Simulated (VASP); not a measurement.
## A VASP 6.6.1 single-point calculation on SnO

INCAR

```
EDIFF = 1E-7
LREAL = .FALSE.
SIGMA = 0.02
ISIF = 2
NBANDS = 28
GGA = PE
NELM = 120
ENCUT = 600
IBRION = -1
LASPH = .TRUE.
ISYM = 0
PREC = Low
LCHARG = .FALSE.
NSW = 0
ISMEAR = -1
LWAVE = .FALSE.
```

KPOINTS

```
KPOINTS created by Atomic Simulation Environment
0
Gamma
4 4 4
0 0 0
```

POSCAR

```
Sn O
 1.0000000000000000
     3.6408845392000000    0.0000000000000000    0.0000000000000000
     0.0000000000000000    3.6408845392000000    0.0000000000000000
     0.0000000000000000    0.0000000000000000    4.5680517387000004
 Sn  O
   2   2
Cartesian
 -0.0000000000000000  1.8204422695999998  1.1845989853591585
  1.8204422695999998 -0.0000000000000000  3.3834527533408414
  1.8204422695999998  1.8204422695999998 -0.0000000000000000
  0.0000000000000000  0.0000000000000000  0.0000000000000000
```

The recommended PBE PAW datasets give the neutral cell 40 valence electrons.

Command

```
mpirun -np 1 vasp_std
```

OSZICAR

```
N       E                     dE             d eps       ncg     rms          rms(c)
DAV:   1     0.440818067870E+03    0.44082E+03   -0.21576E+04  2084   0.250E+03
DAV:   2     0.401448967887E+02   -0.40067E+03   -0.38451E+03  2080   0.592E+02
DAV:   3    -0.228274911833E+02   -0.62972E+02   -0.61812E+02  2288   0.189E+02
DAV:   4    -0.257383175974E+02   -0.29108E+01   -0.28978E+01  2356   0.423E+01
DAV:   5    -0.258035848956E+02   -0.65267E-01   -0.65254E-01  2192   0.682E+00    0.118E+01
DAV:   6    -0.222455086560E+02    0.35581E+01   -0.13699E+01  3252   0.440E+01    0.473E+00
DAV:   7    -0.222923184735E+02   -0.46810E-01   -0.17544E+00  2196   0.820E+00    0.250E+00
DAV:   8    -0.222814069636E+02    0.10912E-01   -0.24590E-01  2824   0.383E+00    0.799E-01
DAV:   9    -0.222726185564E+02    0.87884E-02   -0.43963E-02  3156   0.264E+00    0.207E-01
DAV:  10    -0.222734768748E+02   -0.85832E-03   -0.53446E-03  2656   0.684E-01    0.840E-02
DAV:  11    -0.222734080655E+02    0.68809E-04   -0.74689E-04  3084   0.301E-01    0.192E-02
DAV:  12    -0.222734261833E+02   -0.18118E-04   -0.13727E-04  2092   0.685E-02    0.256E-02
DAV:  13    -0.222734195211E+02    0.66622E-05   -0.19674E-05  2896   0.440E-02    0.383E-03
DAV:  14    -0.222734193680E+02    0.15316E-06   -0.28491E-06  2672   0.106E-02    0.213E-03
DAV:  15    -0.222734194512E+02   -0.83232E-07   -0.76689E-08  1472   0.287E-03
   1 F= -.22273419E+02 E0= -.22272986E+02  d E =-.866434E-03
```

From OUTCAR

```
k-points           NKPTS =     36   k-points in BZ     NKDIM =     36   number of bands    NBANDS=     28

   NELECT =      40.0000    total number of electrons

   dimension x,y,z NGX =    24 NGY =   24 NGZ =   28
   dimension x,y,z NGXF=    24 NGYF=   24 NGZF=   28

  energy-cutoff  :      600.00
  volume of cell :       60.55
      direct lattice vectors                 reciprocal lattice vectors
     3.640884539  0.000000000  0.000000000     0.274658531  0.000000000  0.000000000
     0.000000000  3.640884539  0.000000000     0.000000000  0.274658531  0.000000000
     0.000000000  0.000000000  4.568051739     0.000000000  0.000000000  0.218911706

 k-points in reciprocal lattice and weights: KPOINTS created by Atomic Simulation Env
   0.00000000  0.00000000  0.00000000       0.016
   0.25000000  0.00000000  0.00000000       0.031
   0.00000000  0.25000000  0.00000000       0.031
   0.50000000  0.00000000  0.00000000       0.016
   0.00000000  0.50000000  0.00000000       0.016
   0.25000000  0.25000000  0.00000000       0.031
  -0.25000000  0.25000000  0.00000000       0.031
   0.50000000  0.25000000  0.00000000       0.031
   ...

 E-fermi :   8.9855

 k-point     1 :       0.0000    0.0000    0.0000
  band No.  band energies     occupation
      1     -13.3094      2.00000
      2     -12.7557      2.00000
      3     -12.7557      2.00000
      4     -12.7466      2.00000
      5     -12.6864      2.00000
      6     -12.6803      2.00000
      7     -12.5910      2.00000
      8     -12.5821      2.00000
      9     -12.5577      2.00000
     10     -12.5577      2.00000
     11     -12.0705      2.00000
     12      -8.7230      2.00000
     13       0.7915      2.00000
     14       1.3288      2.00000
     15       2.2325      2.00000
     16       2.2325      2.00000
     17       5.1621      2.00000
     18       5.7785      2.00000
     19       5.7785      2.00000
     20       9.6194      0.00000
     21      12.1461      0.00000
     22      13.4859      0.00000
     23      13.4859      0.00000
     24      14.4516      0.00000
     25      15.4321      0.00000
     26      15.4321      0.00000
     27      15.6470      0.00000
     28      15.8286      0.00000

 k-point     2 :       0.2500    0.0000    0.0000
  band No.  band energies     occupation
      1     -13.2782      2.00000
      2     -12.9300      2.00000
      3     -12.7493      2.00000
      4     -12.7252      2.00000
      5     -12.7125      2.00000
      6     -12.6805      2.00000
      7     -12.6485      2.00000
      8     -12.6173      2.00000
      9     -12.5847      2.00000
     10     -12.5654      2.00000
     11     -11.3604      2.00000
     12      -9.0980      2.00000
     13       0.6930      2.00000
     14       1.6348      2.00000
     15       2.5376      2.00000
     16       2.6883      2.00000
     17       4.3822      2.00000
     18       5.1175      2.00000
     19       5.1732      2.00000
     20       8.5094      2.00000
     21      12.0261      0.00000
     22      13.3326      0.00000
     23      13.9722      0.00000
     24      14.7815      0.00000
     25      15.2171      0.00000
     26      15.7187      0.00000
     27      16.1932      0.00000
     28      19.7988      0.00000

 ...

  Total        6.4620411      6.4620379      3.8683712     -0.0000047     -0.0000036     -0.0000030
  in kB      170.9761242    170.9760399    102.3514243     -0.0001244     -0.0000958     -0.0000789
  external PRESSURE =     148.1011961 kB  Pullay stress =       0.0000000 kB

 POSITION                                       TOTAL-FORCE (eV/Angst)
 -----------------------------------------------------------------------------------
      0.00000      1.82044      1.18460        -0.000000      0.000000      0.742079
      1.82044      0.00000      3.38345        -0.000001     -0.000001     -0.742083
      1.82044      1.82044      0.00000         0.000001     -0.000000      0.000004
      0.00000      0.00000      0.00000         0.000000      0.000001     -0.000000
 -----------------------------------------------------------------------------------
    total drift:                                0.000002      0.000001      0.000008

  FREE ENERGIE OF THE ION-ELECTRON SYSTEM (eV)
  ---------------------------------------------------
  free  energy   TOTEN  =       -22.2734194512 eV

  energy  without entropy=      -22.2725530172  energy(sigma->0) =      -22.27298623
```

It converged. Results: gap between bands v and c on the k mesh -1.24 eV (bands overlap: a metal); least direct gap on the k mesh 1.41 eV; pressure 14.8 GPa; largest force 0.74 eV/Å. Band v is the last that the valence electrons fill when counted band by band, and c is the next.

These settings aren't sound, so the numbers aren't properties of the crystal.

On sound settings PBE gives a gap of -1.25 eV on its mesh and a pressure of 15.2 GPa for the intended cell.

The run took about 31 s on one core of a shared host (Intel Xeon Platinum 8488C) and held 0.16 GiB at most.
